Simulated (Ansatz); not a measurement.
# SnO: random displacements

The task, for SnO: see what random moves of the atoms cost.

Method: DFT r2SCAN, scalar-relativistic, plane waves, PAW, in Ansatz 0.2.0.

**1. The structure to begin with**

It takes space group Pmn2_1 (No. 31, orthorhombic). Conventional cell: a = 3.355 Å, b = 5.674 Å, c = 4.222 Å, α = 90.00°, β = 90.00°, γ = 90.00°. Sn (site symmetry m) is surrounded by 3 O at 2.15 to 2.16 Å. O (site symmetry m) has 3 Sn at 2.15 to 2.16 Å as nearest neighbours.

Coordinates:

```
CELL_PARAMETERS angstrom
3.35500 0.00000 0.00000
0.00000 5.67410 0.00000
0.00000 0.00000 4.22197
ATOMIC_POSITIONS crystal
Sn 0.00000 0.23191 0.51314
Sn 0.50000 0.76809 0.01314
O 0.00000 0.89125 0.73686
O 0.50000 0.10875 0.23686
```

It goes back to an entry of the Materials Project, which need not be the stable form.

No relaxation comes first: the listed cell is the starting point.

**2. The reference cell**

The reference gives a free energy of -13214.3394 eV, pressure -3.05 GPa, largest force 0.637 eV/Å and gap on the mesh 1.71 eV. It was computed beforehand with the settings of the runs below.

**3. Next: random displacements**

All atoms are moved at random with no net shift, in some cells together with a random strain.

**4. rms move = 0.106 Å**

The input, input.yaml:

```yaml
crystal:
  lattice:
    - [3.3433575761, -0.006377077, 0.0010765931]
    - [-0.0107851398, 5.6409632544, 0.0411591889]
    - [0.0013547949, 0.0306256038, 4.2429822706]
  atoms:
    - { symbol: Sn, position: [0.0005396092, 0.2333865036, 0.5400299941] }
    - { symbol: Sn, position: [0.4910472629, 0.7804956539, -0.0025477725] }
    - { symbol: O, position: [0.0269316684, 0.8921030059, 0.7239736682] }
    - { symbol: O, position: [0.4814814595, 0.0940148365, 0.2385461102] }
basis:
  ecutwfc: 500
kpoints:
  mp_grid: { grid: [8, 6, 6] }
hamiltonian:
  xc: r2scan
scf:
  occupations: { method: gaussian, width: 0.05 }
output:
  forces: true
  stress: true
  eigenvalues: true
```

Command:

```sh
> ansatz run input.yaml --threads 2 --pin off --max-ram 5120MiB --backend cpu --events-out ev --progress --plain --runs-dir out
```

**5. At rms move = 0.539 Å**

The input, input.yaml:

```yaml
crystal:
  lattice:
    - [3.355005, 0.0, 0.0]
    - [0.0, 5.674104, 0.0]
    - [0.0, 0.0, 4.22197]
  atoms:
    - { symbol: Sn, position: [-0.032671482, 0.2281668933, 0.4953072054] }
    - { symbol: Sn, position: [0.4846702207, 0.7596073393, -0.0358882953] }
    - { symbol: O, position: [0.1978998496, 0.8267984094, 0.7374873176] }
    - { symbol: O, position: [0.3501014117, 0.185427358, 0.3030957723] }
basis:
  ecutwfc: 500
kpoints:
  mp_grid: { grid: [8, 6, 6] }
hamiltonian:
  xc: r2scan
scf:
  occupations: { method: gaussian, width: 0.05 }
output:
  forces: true
  stress: true
  eigenvalues: true
  write_density: true
  write_potential: true
  elf: true
  volumetric_format: npy
```

**6. At rms move = 0.057 Å**

The input, input.yaml:

```yaml
crystal:
  lattice:
    - [3.3718188519, 0.0498377065, 0.0436296781]
    - [0.084287305, 5.6622840836, -0.1872316662]
    - [0.0549039993, -0.1393147672, 4.1691903401]
  atoms:
    - { symbol: Sn, position: [0.0041335264, 0.237973667, 0.5105599055] }
    - { symbol: Sn, position: [0.5074742532, 0.755716691, 0.0257096885] }
    - { symbol: O, position: [-0.0018497507, 0.8966100565, 0.7342035245] }
    - { symbol: O, position: [0.4902419711, 0.1096995854, 0.2295288815] }
basis:
  ecutwfc: 500
kpoints:
  mp_grid: { grid: [8, 6, 6] }
hamiltonian:
  xc: r2scan
scf:
  occupations: { method: gaussian, width: 0.05 }
output:
  forces: true
  stress: true
  eigenvalues: true
```

**7. rms move = 0.050 Å**

The input, input.yaml:

```yaml
crystal:
  lattice:
    - [3.2947296765, 0.0345498169, 0.11965054]
    - [0.0584318814, 5.6708029998, 0.011882504]
    - [0.1505693704, 0.0088414973, 3.9880210846]
  atoms:
    - { symbol: Sn, position: [0.0079723308, 0.231716893, 0.5112960176] }
    - { symbol: Sn, position: [0.5055998716, 0.7799418829, 0.0088818814] }
    - { symbol: O, position: [-0.0058205024, 0.8874335333, 0.7392167085] }
    - { symbol: O, position: [0.4922483, 0.1009076909, 0.2406073925] }
basis:
  ecutwfc: 500
kpoints:
  mp_grid: { grid: [8, 6, 6] }
hamiltonian:
  xc: r2scan
scf:
  occupations: { method: gaussian, width: 0.05 }
output:
  forces: true
  stress: true
  eigenvalues: true
  write_density: true
  write_potential: true
  elf: true
  volumetric_format: npy
```

**8. rms move = 0.090 Å**

The input, input.yaml:

```yaml
crystal:
  lattice:
    - [3.6255172638, -0.0391548573, -0.0839536518]
    - [-0.0662200899, 5.7970086121, -0.2142916969]
    - [-0.1056480688, -0.1594495123, 4.1178008919]
  atoms:
    - { symbol: Sn, position: [-0.0028730646, 0.2281009447, 0.5205732709] }
    - { symbol: Sn, position: [0.5082287745, 0.7567446642, 0.0102294914] }
    - { symbol: O, position: [-0.0183555115, 0.9021643379, 0.7555552548] }
    - { symbol: O, position: [0.5129998015, 0.1129900532, 0.2136439829] }
basis:
  ecutwfc: 500
kpoints:
  mp_grid: { grid: [8, 6, 6] }
hamiltonian:
  xc: r2scan
scf:
  occupations: { method: gaussian, width: 0.05 }
output:
  forces: true
  stress: true
  eigenvalues: true
```

**9. At rms move = 0.052 Å**

The input, input.yaml:

```yaml
crystal:
  lattice:
    - [3.3175261209, 0.0295550462, -0.0308152553]
    - [0.0499845473, 5.5699508577, 0.0116625293]
    - [-0.0387782085, 0.0086778192, 4.2209797738]
  atoms:
    - { symbol: Sn, position: [-0.0140406196, 0.2288523629, 0.5012355461] }
    - { symbol: Sn, position: [0.5088411925, 0.7639291248, 0.0208237563] }
    - { symbol: O, position: [0.0035732841, 0.8888942803, 0.7399380304] }
    - { symbol: O, position: [0.501626143, 0.118324232, 0.2380046671] }
basis:
  ecutwfc: 500
kpoints:
  mp_grid: { grid: [8, 6, 6] }
hamiltonian:
  xc: r2scan
scf:
  occupations: { method: gaussian, width: 0.05 }
output:
  forces: true
  stress: true
  eigenvalues: true
  write_density: true
  write_potential: true
  elf: true
  volumetric_format: npy
```

**10. rms move = 0.232 Å**

The input, input.yaml:

```yaml
crystal:
  lattice:
    - [3.3813427663, 0.0382727572, -0.0557995702]
    - [0.0647282507, 5.7389189339, -0.0636449571]
    - [-0.0702187065, -0.0473567456, 4.2247178537]
  atoms:
    - { symbol: Sn, position: [-0.0456047086, 0.2060203637, 0.5352165052] }
    - { symbol: Sn, position: [0.4551941711, 0.788159028, -0.0260821773] }
    - { symbol: O, position: [0.0259143122, 0.9187460463, 0.7382394452] }
    - { symbol: O, position: [0.5644962252, 0.087074562, 0.2526282269] }
basis:
  ecutwfc: 500
kpoints:
  mp_grid: { grid: [8, 6, 6] }
hamiltonian:
  xc: r2scan
scf:
  occupations: { method: gaussian, width: 0.05 }
output:
  forces: true
  stress: true
  eigenvalues: true
  write_density: true
  write_potential: true
  elf: true
  volumetric_format: npy
```

**11. At rms move = 0.075 Å**

The input, input.yaml:

```yaml
crystal:
  lattice:
    - [3.3485751476, -0.0930069602, -0.164059562]
    - [-0.157296685, 5.8868647765, -0.1160759579]
    - [-0.2064541034, -0.0863694448, 3.8255368392]
  atoms:
    - { symbol: Sn, position: [0.0058135511, 0.2438957269, 0.5115597481] }
    - { symbol: Sn, position: [0.5130660317, 0.7673865921, 0.0119021892] }
    - { symbol: O, position: [-0.0022458249, 0.8940688684, 0.7260482938] }
    - { symbol: O, position: [0.4833662421, 0.0946488126, 0.250491769] }
basis:
  ecutwfc: 500
kpoints:
  mp_grid: { grid: [8, 6, 6] }
hamiltonian:
  xc: r2scan
scf:
  occupations: { method: gaussian, width: 0.05 }
output:
  forces: true
  stress: true
  eigenvalues: true
```

(Steps that only read results are left out.)

What does the calculation give?

**Answer**, as computed:

| quantity | value |
| --- | --- |
| costliest cell | 3673.9 meV/atom at an rms move of 0.539 Å |

**Reading.** The cost runs from 12.5 to 3673.9 meV/atom. Energy over the square of the rms move lies between 4.5 and 26.7 eV/Å² per atom; a harmonic solid under isotropic random moves would keep it roughly constant, while strain and close contacts change it. The gap on the mesh stays between 1.21 and 1.86 eV. Layers here are held mostly by dispersion, which this level lacks, so their spacing and the stiffness across them are unreliable there. Where forces pass 15 eV/Å atoms stand far too close, the PAW spheres overlap strongly and those numbers are rough.
